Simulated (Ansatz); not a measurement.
Nb:

```
Nb
1.0
    -1.66395    1.66395    1.66395
     1.66395   -1.66395    1.66395
     1.66395    1.66395   -1.66395
Nb
1
Direct
  0.00000 0.00000 0.00000
```

* Program: Ansatz 0.2.0
* Task: relaxation of cell and atoms
* Functional: HSE06
* Potentials or basis: Ansatz PAW
* Cutoff: 420 eV (not typed: the program's choice for these potentials)
* k mesh: 6 × 6 × 6
* Occupations: fermi-dirac, width 0.05 eV
* Spin: no spin polarisation

At the start: volume 18.43 Å³/atom.

Q: How do energy, volume and symmetry change on relaxing?

A: It ends after 4 steps and the volume is 17.43 Å³/atom (-5.4 %); space group Im-3m (No. 229, to 0.05 Å).

The path:
```
step  energy change (eV)  largest force (eV/Å)  volume (Å³)
   1              0.0000                0.0000        18.43
   2             -0.0295                0.0000        17.55
   3             -0.0299                0.0000        17.43
   4             -0.0297                0.0000        17.43
```

Final structure:
```yaml
crystal:
  lattice:
    - [-1.63333, 1.63333, 1.63333]
    - [1.63333, -1.63333, 1.63333]
    - [1.63333, 1.63333, -1.63333]
  atoms:
    - { symbol: Nb, position: [0.00000, 0.00000, 0.00000] }
```

Caveat: the k mesh is coarse (spacing up to 0.45 Å⁻¹), so the values aren't converged, least of all with exact exchange; the plane-wave basis is chosen anew once the cell has moved, so the energies of steps on either side of that aren't comparable; the PAW data sets come from PBE, with cores solved anew for the run's functional, which leaves a small shift of forces and pressure.
